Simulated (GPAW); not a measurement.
**Ballistic transport through a Sb chain with one Li atom in line, cheap and dear**

How well does a Sb chain with one Li atom in line conduct at low bias, and how far do basis and functional move the answer?

Program: GPAW 26.7.0. Level of theory: GPAW LCAO, PAW setups; Landauer transmission from Green's functions with principal layers (ASE), zero bias. Results are calculated unless marked as measured.

## 1. The starting structure

The cell holds 9 atoms: 8 Sb and 1 Li. Cell: a = 9.000 Å, b = 9.000 Å, c = 24.757 Å, α = 90.0°, β = 90.0°, γ = 90.0°. Regions: left lead, 4 atoms (4 Sb); channel, 1 atom (1 Li); right lead, 4 atoms (4 Sb). Vacuum lies along a and b. The structure is stacked along c, and the current runs across the ab planes.

Structure file:

```cif
data_structure
_symmetry_space_group_name_H-M 'P 1'
_symmetry_Int_Tables_number 1
_cell_length_a 9.0000
_cell_length_b 9.0000
_cell_length_c 24.7574
_cell_angle_alpha 90.000
_cell_angle_beta 90.000
_cell_angle_gamma 90.000
_cell_volume 2005.35
loop_
_atom_site_label
_atom_site_type_symbol
_atom_site_fract_x
_atom_site_fract_y
_atom_site_fract_z
_atom_site_occupancy
Sb1 Sb 0.50000 0.50000 0.05554 1
Sb2 Sb 0.50000 0.50000 0.16662 1
Sb3 Sb 0.50000 0.50000 0.27769 1
Sb4 Sb 0.50000 0.50000 0.38877 1
Li5 Li 0.50000 0.50000 0.50000 1
Sb6 Sb 0.50000 0.50000 0.61123 1
Sb7 Sb 0.50000 0.50000 0.72231 1
Sb8 Sb 0.50000 0.50000 0.83338 1
Sb9 Sb 0.50000 0.50000 0.94446 1
```

## 2. Double-zeta polarised basis

The script solves lead and junction separately, takes H and S in the orbital basis, and joins semi-infinite leads through their self-energies; the dzp basis is the working standard.

File run.py:

```python
import json
import numpy as np
from ase import Atoms
from ase.transport.calculators import TransportCalculator
from gpaw import GPAW, FermiDirac
from gpaw.lcao.tools import get_lcao_hamiltonian
from scipy.linalg import eigh

# The junction with lead layers at both ends, along the third cell vector
device = Atoms(
    ['Sb', 'Sb', 'Sb', 'Sb', 'Li', 'Sb', 'Sb', 'Sb', 'Sb'],
    positions=[
        [4.50000, 4.50000, 1.37500],
        [4.50000, 4.50000, 4.12500],
        [4.50000, 4.50000, 6.87500],
        [4.50000, 4.50000, 9.62500],
        [4.50000, 4.50000, 12.37870],
        [4.50000, 4.50000, 15.13240],
        [4.50000, 4.50000, 17.88240],
        [4.50000, 4.50000, 20.63240],
        [4.50000, 4.50000, 23.38240]],
    cell=[[9.0, 0.0, 0.0], [0.0, 9.0, 0.0], [0.0, 0.0, 24.7574]],
    pbc=True)

# One principal layer of the lead: the first 2 atoms of the device
lead = Atoms(
    ['Sb', 'Sb'],
    positions=[
        [4.50000, 4.50000, 1.37500],
        [4.50000, 4.50000, 4.12500]],
    cell=[[9.0, 0.0, 0.0], [0.0, 9.0, 0.0], [0.0, 0.0, 5.5]],
    pbc=True)

settings = dict(mode='lcao', basis='dzp', xc='PBE', h=0.2,
                occupations=FermiDirac(0.1), maxiter=250,
                mixer=dict(beta=0.1, nmaxold=8, weight=100.0),
                convergence=dict(density=0.0001))
energies = np.arange(-3, 3 + 1e-9, 0.075)
eta = 0.0001
n1, n2 = 1, 1
# k and -k transmit alike, so half of the mesh across the current serves
mesh = [(i, j) for i in range(n1) for j in range(n2) if (i, j) <= (-i % n1, -j % n2)]
weights = np.array([1 if (i, j) == (-i % n1, -j % n2) else 2 for i, j in mesh]) / (n1 * n2)

# [... helper functions left out ...]
fermi_lead = ground_state(lead, (1, 1, 20), 'lead.txt')
fermi_device = ground_state(device, (1, 1, 3), 'device.txt')
# [... loop over the mesh left out, but for ...]
        # Shift the lead onto the potential of the device's first layer
        shift = ((H[:, 0, 0] - H0[:, 0, 0]) / S0[0, 0]).real.mean()
# [...]
kT = 8.617333e-5 * 300
bias = [0.1, 0.2, 0.5, 1.0, 1.5, 2.0]
# [... integrals and printing left out ...]
```

Started as:

```sh
$ OMP_NUM_THREADS=1 OPENBLAS_NUM_THREADS=1 python run.py
```

Output:

```text
basis functions: device 189, principal layer 46
Fermi level: lead -3.1685 eV, device -3.0683 eV; lead shifted by -0.0708 eV
largest coupling past the next layer 7.84e-05 eV, largest misfit of the first layer 0.114 eV
  E-E_F (eV)   T (one spin)  [channel counts left out]
    -3.000    2.5634e-03
    -2.925    2.7676e-03
    -2.850    2.9869e-03
    -2.775    3.2224e-03
    -2.700    3.4757e-03
    -2.625    3.7481e-03
    -2.550    4.0411e-03
    -2.475    4.3562e-03
    -2.400    4.6948e-03
    -2.325    5.0587e-03
    -2.250    5.4494e-03
    -2.175    5.8687e-03
    -2.100    6.3183e-03
    -2.025    6.8000e-03
    -1.950    7.3158e-03
    -1.875    7.8675e-03
[...]
2.475    3.3974e-01
     2.550    3.6149e-01
     2.625    3.8447e-01
     2.700    4.0870e-01
     2.775    4.3420e-01
     2.850    4.6098e-01
     2.925    4.8903e-01
     3.000    5.1831e-01
conductance at 300 K: 0.11181 G0 a cell; thermopower -5.165 uV/K
current from the zero-bias T(E) at 0.1 V: 0.86587 uA
current from the zero-bias T(E) at 0.2 V: 1.729 uA
current from the zero-bias T(E) at 0.5 V: 4.2774 uA
current from the zero-bias T(E) at 1.0 V: 8.2814 uA
current from the zero-bias T(E) at 1.5 V: 11.939 uA
current from the zero-bias T(E) at 2.0 V: 15.385 uA
```

The job ended after 22 s (1 thread of Arm Neoverse V2, shared host; peak memory 0.82 GiB).

Numbers from this step:

```
conductance                                    : 0.1118 G₀
thermopower                                    : -5.165 μV/K
largest coupling past the next principal layer : 7.84e-5 eV
largest misfit of the first principal layer    : 0.1140 eV
shift that aligns the lead                     : -0.07084 eV
basis functions of the junction                : 189
basis functions of a principal layer           : 46
transmission at the Fermi level (one spin)     : 0.1121
```

One spin. Table of transmission, zone mean by energy, zero at the Fermi level:

energy (eV), transmission, zone mean and a bar:
```
    -3.00      0.003 
    -2.85      0.003 
    -2.70      0.003 
    -2.55      0.004 
    -2.33      0.005 
    -2.17      0.006 
    -2.02      0.007 
    -1.88      0.008 
    -1.73      0.009 
    -1.57      0.012 #
    -1.35      0.022 #
    -1.20      0.026 #
    -1.05      0.030 ##
    -0.90      0.035 ##
    -0.75      0.044 ##
    -0.60      0.055 ###
    -0.38      0.076 ####
    -0.23      0.091 #####
    -0.07      0.106 ######
     0.00      0.112 ######
     0.07      0.118 #######
     0.23      0.126 #######
     0.38      0.131 #######
     0.60      0.135 ########
     0.75      0.138 ########
     0.90      0.141 ########
     1.05      0.147 ########
     1.20      0.155 #########
     1.35      0.165 #########
     1.57      0.185 ###########
     1.73      0.200 ###########
     1.88      0.212 ############
     2.02      0.230 #############
     2.17      0.264 ###############
     2.33      0.300 #################
     2.55      0.361 #####################
     2.70      0.409 ########################
     2.85      0.461 ###########################
     3.00      0.518 ##############################
```

Not self-consistent under bias; the bias window is split evenly. Current through one cell, from the zero-bias transmission against bias:

```csv
bias (V),"current through one cell, from the zero-bias transmission (μA)"
0.100,0.866
0.200,1.73
0.500,4.28
1.000,8.28
1.500,11.9
2.000,15.4
```

The transmission of the three most open eigenchannels by energy, zero at the Fermi level:

```csv
energy (eV),channel 1,channel 2 = channel 3
-3.00,0.00256,0
-2.77,0.00322,0
-2.55,0.00404,0
-2.40,0.00469,0
-2.17,0.00587,0
-1.95,0.00732,0
-1.73,0.00909,0
-1.57,0.0105,7.8e-4
-1.35,0.0129,0.00462
-1.12,0.0159,0.00574
-0.90,0.0194,0.00799
-0.75,0.0221,0.0108
-0.53,0.0269,0.0172
-0.30,0.0326,0.0255
-0.07,0.0394,0.0332
0.00,0.0420,0.0350
0.07,0.0447,0.0364
0.30,0.0541,0.0374
0.53,0.0653,0.0344
0.75,0.0790,0.0294
0.90,0.0896,0.0258
1.12,0.108,0.0210
1.35,0.131,0.0171
1.57,0.159,0.0132
1.73,0.181,0.00969
1.95,0.219,4.7e-10
2.17,0.264,0
2.40,0.319,0
2.55,0.361,0
2.77,0.434,0
3.00,0.518,0
```

Couplings past the next layer reach 7.8e-5 eV, small enough to drop; the matrix elements of the cell's first layer differ from the bulk lead's by up to 0.11 eV. That layer keeps its own values in the calculation, and only beyond it is the lead taken as perfect. The Fermi levels of lead and junction count from different zeros of potential, one for each periodic cell; with both set to zero, the small remaining shift is what aligns them. By hand: G = 0.1118 × 77.48 μS = 8.66 μS, a resistance of 115 kΩ; at 0.1 V a linear junction would pass 0.866 μA, and the integral over the bias window gives 0.866 μA. Mott's formula, S = -(π²/3)(k_B²T/e) d ln T/dE, has the prefactor 7.33 μV/K·eV at 300 K; T = 0.1057 at -0.075 eV and 0.1176 at 0.075 eV give a slope of 0.708 per eV and S = -5.19 μV/K, beside -5.16 μV/K from the thermal integral, which interpolates the same grid.

## 3. Single-zeta polarised basis

One radial function a shell plus polarisation makes the matrices smaller; the question is what that costs.

Edit run.py of step 2 so:

```diff
@@ -33,3 +33,3 @@
 
-settings = dict(mode='lcao', basis='dzp', xc='PBE', h=0.2,
+settings = dict(mode='lcao', basis='szp(dzp)', xc='PBE', h=0.2,
                 occupations=FermiDirac(0.1), maxiter=250,
```

Output:

```text
basis functions: device 116, principal layer 28
Fermi level: lead -3.3263 eV, device -3.1415 eV; lead shifted by -0.0637 eV
largest coupling past the next layer 7.83e-05 eV, largest misfit of the first layer 0.135 eV
  E-E_F (eV)   T (one spin)  [channel counts left out]
    -3.000    1.8965e-03
    -2.925    2.0711e-03
    -2.850    2.2585e-03
    -2.775    2.4598e-03
    -2.700    2.6760e-03
    -2.625    2.9084e-03
    -2.550    3.1582e-03
    -2.475    3.4266e-03
    -2.400    3.7151e-03
    -2.325    4.0249e-03
    -2.250    4.3576e-03
    -2.175    4.7146e-03
    -2.100    5.0976e-03
    -2.025    5.5083e-03
    -1.950    5.9483e-03
    -1.875    6.4197e-03
[...]
2.475    3.4752e-01
     2.550    3.7066e-01
     2.625    3.9496e-01
     2.700    4.2040e-01
     2.775    4.4694e-01
     2.850    4.7452e-01
     2.925    5.0306e-01
     3.000    5.3243e-01
conductance at 300 K: 0.10772 G0 a cell; thermopower -5.807 uV/K
current from the zero-bias T(E) at 0.1 V: 0.83412 uA
current from the zero-bias T(E) at 0.2 V: 1.6653 uA
current from the zero-bias T(E) at 0.5 V: 4.114 uA
current from the zero-bias T(E) at 1.0 V: 7.9386 uA
current from the zero-bias T(E) at 1.5 V: 11.416 uA
current from the zero-bias T(E) at 2.0 V: 14.697 uA
```

The job ended after 18 s (1 thread; peak memory 0.81 GiB).

This step gave:

```
conductance                                    : 0.1077 G₀
thermopower                                    : -5.807 μV/K
largest coupling past the next principal layer : 7.83e-5 eV
largest misfit of the first principal layer    : 0.1354 eV
shift that aligns the lead                     : -0.06372 eV
basis functions of the junction                : 116
basis functions of a principal layer           : 28
transmission at the Fermi level (one spin)     : 0.1080
```

One spin. The transmission, zone mean by energy, zero at the Fermi level:

energy (eV), transmission, zone mean and a bar:
```
  -3.0000      0.002 
  -2.7750      0.002 
  -2.4750      0.003 
  -2.2500      0.004 
  -2.0250      0.006 
  -1.7250      0.007 
  -1.5000      0.015 #
  -1.2750      0.021 #
  -0.9750      0.029 ##
  -0.7500      0.039 ##
  -0.5250      0.055 ###
  -0.2250      0.086 #####
   0.0000      0.108 ######
   0.2250      0.123 #######
   0.5250      0.131 #######
   0.7500      0.133 #######
   0.9750      0.139 ########
   1.2750      0.155 #########
   1.5000      0.174 ##########
   1.7250      0.196 ###########
   2.0250      0.233 #############
   2.2500      0.285 ################
   2.4750      0.348 ####################
   2.7750      0.447 #########################
   3.0000      0.532 ##############################
```

Not self-consistent under bias; the bias window is split evenly. The current through one cell, from the zero-bias transmission by bias:

```csv
bias (V),"current through one cell, from the zero-bias transmission (μA)"
0.100,0.834
0.200,1.67
0.500,4.11
1.000,7.94
1.500,11.4
2.000,14.7
```

Table of transmission of the three most open eigenchannels by energy, zero at the Fermi level:

```csv
energy (eV),channel 1,channel 2 = channel 3
-3.00,0.00190,0
-2.77,0.00246,0
-2.55,0.00316,0
-2.40,0.00372,0
-2.17,0.00471,0
-1.95,0.00595,0
-1.73,0.00746,0
-1.57,0.00866,0.00103
-1.35,0.0108,0.00463
-1.12,0.0133,0.00550
-0.90,0.0165,0.00751
-0.75,0.0189,0.0100
-0.53,0.0232,0.0161
-0.30,0.0285,0.0246
-0.07,0.0348,0.0332
0.00,0.0372,0.0354
0.07,0.0398,0.0371
0.30,0.0487,0.0386
0.53,0.0596,0.0355
0.75,0.0729,0.0302
0.90,0.0835,0.0266
1.12,0.102,0.0217
1.35,0.126,0.0175
1.57,0.155,0.0132
1.73,0.177,0.00936
1.95,0.215,5.6e-10
2.17,0.267,0
2.40,0.326,0
2.55,0.371,0
2.77,0.447,0
3.00,0.532,0
```

The conductance, 0.108 G₀, lies 3.7 % below that of the dzp run.

## 4. GPAW, sz: basis = "sz(dzp)"

The minimal basis is the cheapest rung: no second zeta and no polarisation.

Edit run.py of step 3 so:

```diff
@@ -33,3 +33,3 @@
 
-settings = dict(mode='lcao', basis='szp(dzp)', xc='PBE', h=0.2,
+settings = dict(mode='lcao', basis='sz(dzp)', xc='PBE', h=0.2,
                 occupations=FermiDirac(0.1), maxiter=250,
```

Output:

```text
basis functions: device 73, principal layer 18
Fermi level: lead -3.0919 eV, device -2.8630 eV; lead shifted by -0.0711 eV
largest coupling past the next layer 7.89e-05 eV, largest misfit of the first layer 0.169 eV
  E-E_F (eV)   T (one spin)  [channel counts left out]
    -3.000    2.5645e-02
    -2.925    2.6803e-02
    -2.850    2.8013e-02
[...]
2.925    9.5446e-01
     3.000    9.6803e-01
conductance at 300 K: 0.1753 G0 a cell; thermopower -4.684 uV/K
current from the zero-bias T(E) at 0.1 V: 1.3584 uA
current from the zero-bias T(E) at 0.2 V: 2.7181 uA
current from the zero-bias T(E) at 0.5 V: 6.8161 uA
current from the zero-bias T(E) at 1.0 V: 13.79 uA
current from the zero-bias T(E) at 1.5 V: 21.112 uA
current from the zero-bias T(E) at 2.0 V: 29.015 uA
```

Run time: 15 s. Hardware: 1 thread; peak memory 0.76 GiB.

Numbers from this step:

| Quantity | Value |
| --- | --- |
| conductance | 0.1753 G₀ |
| thermopower | -4.684 μV/K |
| largest coupling past the next principal layer | 7.89e-5 eV |
| largest misfit of the first principal layer | 0.1685 eV |
| shift that aligns the lead | -0.07106 eV |
| basis functions of the junction | 73 |
| basis functions of a principal layer | 18 |
| transmission at the Fermi level (one spin) | 0.1752 |

One spin. Table of transmission, zone mean by energy, zero at the Fermi level:

energy (eV), transmission, zone mean and a bar:
```
  -3.0000      0.026 
  -2.7750      0.029 
  -2.4750      0.035 
  -2.2500      0.040 
  -2.0250      0.046 #
  -1.7250      0.056 #
  -1.5000      0.067 #
  -1.2750      0.077 ##
  -0.9750      0.093 ##
  -0.7500      0.107 ###
  -0.5250      0.124 ###
  -0.2250      0.152 ####
   0.0000      0.175 #####
   0.2250      0.202 ######
   0.5250      0.244 #######
   0.7500      0.283 ########
   0.9750      0.330 ##########
   1.2750      0.407 ############
   1.5000      0.475 ##############
   1.7250      0.552 #################
   2.0250      0.665 ####################
   2.2500      0.749 #######################
   2.4750      0.830 ##########################
   2.7750      0.921 ############################
   3.0000      0.968 ##############################
```

The conductance, 0.175 G₀, lies 57 % above that of the dzp run.

## 5. LDA in the dzp basis: xc = "LDA"

Back in the dzp basis, the functional changes from PBE to LDA, to set the spread between functionals beside that between bases.

Edit run.py of step 4 so:

```diff
@@ -33,3 +33,3 @@
 
-settings = dict(mode='lcao', basis='sz(dzp)', xc='PBE', h=0.2,
+settings = dict(mode='lcao', basis='dzp', xc='LDA', h=0.2,
                 occupations=FermiDirac(0.1), maxiter=250,
```

Output:

```text
basis functions: device 189, principal layer 46
Fermi level: lead -3.3983 eV, device -3.2896 eV; lead shifted by -0.0576 eV
largest coupling past the next layer 7.80e-05 eV, largest misfit of the first layer 0.107 eV
  E-E_F (eV)   T (one spin)  [channel counts left out]
    -3.000    2.0840e-03
    -2.925    2.2647e-03
    -2.850    2.4595e-03
[...]
2.925    4.8924e-01
     3.000    5.1826e-01
conductance at 300 K: 0.11381 G0 a cell; thermopower -5.244 uV/K
current from the zero-bias T(E) at 0.1 V: 0.8813 uA
current from the zero-bias T(E) at 0.2 V: 1.7595 uA
current from the zero-bias T(E) at 0.5 V: 4.3462 uA
current from the zero-bias T(E) at 1.0 V: 8.3825 uA
current from the zero-bias T(E) at 1.5 V: 12.042 uA
current from the zero-bias T(E) at 2.0 V: 15.481 uA
```

Wall time 18 s (1 thread); peak memory 0.81 GiB.

Numbers from this step:

- conductance: 0.1138 G₀
- thermopower: -5.244 μV/K
- largest coupling past the next principal layer: 7.80e-5 eV
- largest misfit of the first principal layer: 0.1067 eV
- shift that aligns the lead: -0.05756 eV
- basis functions of the junction: 189
- basis functions of a principal layer: 46
- transmission at the Fermi level (one spin): 0.1141

One spin. Transmission, zone mean against energy, zero at the Fermi level:

energy (eV), transmission, zone mean and a bar:
```
    -3.00      0.002 
    -2.77      0.003 
    -2.55      0.003 
    -2.40      0.004 
    -2.17      0.005 
    -1.95      0.006 
    -1.73      0.008 
    -1.57      0.011 
    -1.35      0.021 #
    -1.12      0.027 #
    -0.90      0.035 ##
    -0.75      0.043 ##
    -0.53      0.061 ###
    -0.30      0.084 #####
    -0.07      0.108 ######
     0.00      0.114 #######
     0.07      0.120 #######
     0.30      0.131 #######
     0.53      0.135 ########
     0.75      0.138 ########
     0.90      0.142 ########
     1.12      0.151 #########
     1.35      0.165 #########
     1.57      0.184 ###########
     1.73      0.198 ###########
     1.95      0.221 #############
     2.17      0.264 ###############
     2.40      0.319 ##################
     2.55      0.362 #####################
     2.77      0.435 #########################
     3.00      0.518 ##############################
```

The conductance, 0.114 G₀, lies 1.8 % above that of the dzp run.

## 6. The ladder

Times are for 1 thread of Arm Neoverse V2, shared host. The series side by side:

```csv
no.,run,conductance (G₀),time,memory (GiB)
1,dzp,0.1118,22 s,0.82
2,szp,0.1077,18 s,0.81
3,sz,0.1753,15 s,0.76
4,dzp LDA,0.1138,18 s,0.81
```

## 7. Comparison

The curves are compared point by point over the common energies.

This step: comparison of transmission and cost over codes and levels (GPAW 26.7.0).

Ladder, by row:

```csv
step,code,T at the Fermi level (sum over the listed spins),conductance (G0),r.m.s. T(E) from the first,wall time (s),peak memory (GiB),threads
dzp,GPAW,0.1121,0.1118,0,21.76,0.82,1
szp,GPAW,0.108,0.1077,0.005072,17.94,0.81,1
sz,GPAW,0.1752,0.1753,0.2397,14.93,0.76,1
dzp-LDA,GPAW,0.1141,0.1138,9.59e-4,17.59,0.81,1
```

Transmission, zone mean, sum over the listed spins against energy, zero at the Fermi level:

```csv
energy (eV),dzp,szp,sz,dzp-LDA
-3.000,0.00256,0.00190,0.0256,0.00208
-2.475,0.00436,0.00343,0.0350,0.00369
-2.025,0.0068,0.00551,0.0463,0.00596
-1.500,0.0158,0.0146,0.0668,0.0142
-0.975,0.0322,0.0286,0.0926,0.0314
-0.525,0.0612,0.0554,0.124,0.0608
0.000,0.112,0.108,0.175,0.114
0.525,0.134,0.131,0.244,0.135
0.975,0.144,0.139,0.330,0.144
1.500,0.178,0.174,0.475,0.178
2.025,0.230,0.233,0.665,0.232
2.475,0.340,0.348,0.830,0.340
3.000,0.518,0.532,0.968,0.518
```

(Continued in part 2 of 2.)

[Logs are printed without paths, hosts, clocks, repeated set-up lines and the standing remarks that a program may print on its own settings, such as how far it seeks lower states.]

[Hosts, paths, dates, database ids (printed as entryN), source tags and the programs' standing remarks are cut or masked in the printed files.]
